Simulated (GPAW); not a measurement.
# Cu in GPAW: convergence with k mesh

Cu:

```
Cu
1.0
     0.00000    1.80750    1.80750
     1.80750    0.00000    1.80750
     1.80750    1.80750    0.00000
Cu
1
Direct
  0.00000 0.00000 0.00000
```

| Quantity | Value |
| --- | --- |
| Program | GPAW 26.7.0 |
| Task | Fermi surface |
| Functional | r2SCAN |
| Potentials or basis | GPAW PAW data sets (gpaw-data 1.2.1) |
| Cutoff | 450 eV |
| Basis | pw |
| k mesh | 4 × 4 × 4 |
| Occupations | fermi-dirac, width 0.05 eV |
| Spin | no spin polarisation |

These are the settings of the first run; the series varies k mesh, with any setting tied to it.

Hardware: 1 thread of Arm Neoverse V1, with other jobs on the host.

```
      k mesh  energy less the tightest run, at zero smearing (meV/atom)  pressure (GPa)  SCF cycles  CPU time (s)  peak memory (GiB)
   4 × 4 × 4                                                     171.41           -6.24          13           6.9               0.22
   5 × 5 × 5                                                    -103.44           -8.66          12           8.7               0.22
   6 × 6 × 6                                                      66.52           -6.70          12            13               0.22
   8 × 8 × 8                                                      33.87           -7.07          12            19               0.23
10 × 10 × 10                                                      15.24           -7.81          13            32               0.24
11 × 11 × 11                                                      -5.46           -8.17          12            39               0.25
14 × 14 × 14                                                       0.00           -7.84          12            67               0.27
```

Not settled before the last step: the energy (to 1 meV/atom), the pressure (to 0.1 GPa). Meshes of other sizes hit other points, so gaps and Fermi surfaces needn't settle smoothly. The tightest run that finished is the yardstick and may itself not be fully converged.

Caveat, for the tightest run too: with this Cu data set, volumes or pressures lay over 1.5 % or 2 GPa off other programs in two to four cells of ten; the cutoff is short for stress and forces, so pressures can be off by a GPa or more; the PAW data sets were made with another functional, which shifts forces and pressure a little.
